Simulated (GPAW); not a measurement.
ZnS (Wurtzite-2H):

```xyz
4
Lattice="3.8110 0.0000 0.0000 -1.9055 3.3004 0.0000 0.0000 0.0000 6.2340" Properties=species:S:1:pos:R:3 pbc="T T T"
Zn    1.9055    1.1001    3.1170
Zn    0.0000    2.2003    0.0000
S     1.9055    1.1001    5.5171
S     0.0000    2.2003    2.4001
```

Base run:

| Item | Value |
| --- | --- |
| Program | GPAW 26.7.0 |
| Functional | PBEsol |
| Potentials or basis | PAW data sets generated in the run's folder for this functional |
| Cutoff | 600 eV |
| Basis | pw |
| k mesh | 6 × 6 × 3 |
| Occupations | fermi-dirac, width 0.05 eV |
| Spin | no spin polarisation |

Its results: band gap on the k mesh 2.10 eV, direct; pressure -1.3 GPa; largest force 0.313 eV/Å.

After a change of settings the same cell gave: band gap on the k mesh 1.99 eV, direct; pressure -4.3 GPa; largest force 0.291 eV/Å. Which change was it?
A. functional from PBEsol to LDA
B. functional from PBEsol to PW91; band points from 100 to 80
C. functional from PBEsol to revPBE; potentials or basis from PAW data sets generated in the run's folder for this functional to the program's PAW data sets (release 1.2.1) made for this functional

A.

LDA binds more tightly than PBEsol, so the same cell stands under less pressure.

Runs at the PBE level aren't shown here.
